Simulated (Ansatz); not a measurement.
# Ag: enthalpy under pressure, worked through

Computed with DFT PBEsol, scalar-relativistic, plane waves, PAW in Ansatz. Run with 420 eV cutoff, 18×18×18 k-mesh, Gaussian smearing of 0.10 eV, no spin polarisation.

Reference structure (relaxed):

```yaml
crystal:
  lattice:
    - [-1.61256, 1.61256, 1.61256]
    - [1.61256, -1.61256, 1.61256]
    - [1.61256, 1.61256, -1.61256]
  atoms:
    - { symbol: Ag, position: [0.00000, 0.00000, 0.00000] }
```

Cell and atoms were relaxed at each target pressure within the start's symmetry (Im-3m), at zero temperature; other phases can be more stable under pressure. H = E + PV with P the target; E is the free energy at the smearing used, whose derivative the pressure is, per atom and counted from zero pressure. The mesh named is that at zero pressure; some other pressures ran on another.

| P (GPa) | V (Å³/atom) | E − E0 (meV) | H − H0 (meV) |
| --- | --- | --- | --- |
| 0 | 16.773 | 0.0 | 0.0 |
| 1 | 16.632 | 0.4 | 104.2 |
| 4 | 16.248 | 6.3 | 412.0 |
| 12 | 15.443 | 45.4 | 1202.1 |
| 25 | 14.520 | 147.9 | 2413.5 |
| 50 | 13.350 | 414.3 | 4580.5 |
| 90 | 12.193 | 908.2 | 7757.5 |

Q: Thermodynamics gives dH/dP = V along a relaxed path. Integrate V over P by the trapezoid rule and compare with the computed enthalpies.

A: With 1 eV/Å³ = 160.22 GPa, each step adds the mean volume times ΔP / 160.22:
| P (GPa) | ∫V dP (meV) | H − H0 (meV) | difference (meV) |
| --- | --- | --- | --- |
| 1 | 104.2 | 104.2 | 0.0 |
| 4 | 412.1 | 412.0 | 0.1 |
| 12 | 1203.3 | 1202.1 | 1.2 |
| 25 | 2418.9 | 2413.5 | 5.4 |
| 50 | 4593.3 | 4580.5 | 12.7 |
| 90 | 7781.9 | 7757.5 | 24.4 |

V(P) curves upward, so the trapezoid rule runs high; integrating a smooth curve through the same points puts that excess at about 22.3 meV at 90 GPa, against the 24.4 meV found. What is left comes from the shape of V(P) between points this far apart, and from the mesh, the smearing and the stress tolerance.

Q: At 90 GPa, how much of the enthalpy change is stored energy and how much is the PV term?

A: E rises by 908 meV/atom and PV is 90 × 12.193 / 160.22 = 6849 meV/atom, so PV makes 88 % of ΔH. So between rival structures at high pressure a small difference in volume can outweigh the difference in energy: 1 % of this volume is worth 68.5 meV/atom at this pressure.

Q: What bulk modulus do the lowest pressures give?

A: From the pressures that the runs reached, -0.94 GPa (16.917 Å³) and 1.00 GPa (16.632 Å³), B = −ΔP/Δln V = 1.94 / 0.0170 = 114 GPa, a mean over that range.

This bcc form isn't the element's structure at ambient conditions.